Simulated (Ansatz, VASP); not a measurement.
**WC in VASP and in Ansatz**

INCAR

```
PREC = Accurate ; ENCUT = 520
EDIFF = 1E-6 ; ISMEAR = -1
SIGMA = 0.05 ; LREAL = False
LASPH = True ; NELM = 100
ALGO = Normal ; ISIF = 2
LWAVE = False ; LCHARG = False
GGA = PE ; NBANDS = 16
```

File KPOINTS:

```
Automatic mesh
0
Gamma
  13 13 12
```

File POSCAR:

```
WC
1.0
    2.9005014360      0.0000000000      0.0000000000
   -1.4502507180      2.5119079273      0.0000000000
    0.0000000000      0.0000000000      2.7441300000
W C
1 1
Direct
    0.0000000000      0.0000000000      0.0000000000
    0.6666666667      0.3333333333      0.5000000000
```

Input for Ansatz:

```yaml
crystal:
  lattice:
    - [2.900501436, 0.0, 0.0]
    - [-1.450250718, 2.5119079273, 0.0]
    - [0.0, 0.0, 2.74413]
  atoms:
    - { symbol: W, position: [0.0, 0.0, 0.0] }
    - { symbol: C, position: [0.6666666667, 0.3333333333, 0.5] }
kpoints:
  mp_grid: { grid: [13, 13, 12] }
  band_path:
    path:
      - [0.0, 0.0, 0.0]
      - [0.5, 0.0, 0.0]
      - [0.3333333333, 0.3333333333, 0.0]
      - [0.0, 0.0, 0.0]
      - [0.0, 0.0, 0.5]
      - [0.5, 0.0, 0.5]
      - [0.3333333333, 0.3333333333, 0.5]
      - [0.0, 0.0, 0.5]
      - [0.5, 0.0, 0.5]
    npoints: 5
scf:
  occupations: { method: fermi_dirac, width: 0.05 }
hamiltonian:
  xc: pbe
  pseudopotentials: { kind: all_electron, lapw: { basis_error: 0.001 } }
output:
  forces: true
  stress: true
  eigenvalues: true
```

Change from the starting cell: zz strain of -3 %.

Alike in both runs: task single point; functional PBE; k mesh 13 × 13 × 12; occupations fermi-dirac, width 0.05 eV; no spin polarisation.

```csv
,VASP,Ansatz
version,VASP 6.6.1,Ansatz 0.2.0
potentials or method,"VASP PAW PBE potentials, release 64 (W_sv, C)","all-electron LAPW, scalar-relativistic"
plane-wave cutoff (eV),520,see its input
```

Ansatz gave:

| Quantity | Value |
| --- | --- |
| pressure (GPa) | 23.8 |
| largest component of the traceless stress (GPa) | 18.15 |

Q: Estimate VASP's values.

A: Pressure (GPa): 25.1; largest component of the traceless stress (GPa): 18.46.

Ansatz ran all-electron here, so the differences hold the error of VASP's frozen core and of both bases.

Caveats: so large a pressure means that the cell lies far from this level's equilibrium, or that cutoff or potentials fall short (VASP). The runs have no spin-orbit coupling, so splittings on W are missing.
